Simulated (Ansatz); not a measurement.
Input and command of a plane-wave DFT calculation in Ansatz:

```yaml
crystal:
  lattice:
    - [1.22804797, -2.12706182, 0.0]
    - [1.22804797, 2.12706182, 0.0]
    - [0.0, 0.0, 7.17326776]
  atoms:
    - { symbol: C, position: [0.08337946, 0.91662054, 0.7531376] }
    - { symbol: C, position: [0.58337946, 0.41662054, 0.2468624] }
    - { symbol: C, position: [0.91662054, 0.08337946, 0.2468624] }
    - { symbol: C, position: [0.41662054, 0.58337946, 0.7531376] }
basis:
  ecutwfc: 500
kpoints:
  mp_grid: { grid: [6, 6, 2] }
hamiltonian:
  xc: r2scan
scf:
  occupations: { method: gaussian, width: 0.1 }
output:
  forces: true
  stress: true
  eigenvalues: true
```

```bash
ansatz run input.yaml --threads 1 --pin off --max-ram 2560MiB --backend cpu --events-out ev --progress --plain --runs-dir out
```

Processor: AMD EPYC 9R45 (Zen 5), 1 thread, on a host shared with other jobs.

Question: How long does it run, and how much memory does it take?

Answer: About 0.96 s on 1 thread of AMD EPYC 9R45 (Zen 5), with other jobs on the host, peak memory 0.37 GiB. It solves 12 bands at 26 k points (the mesh reduced by symmetry) with about 957 plane waves, in 6 SCF iterations.
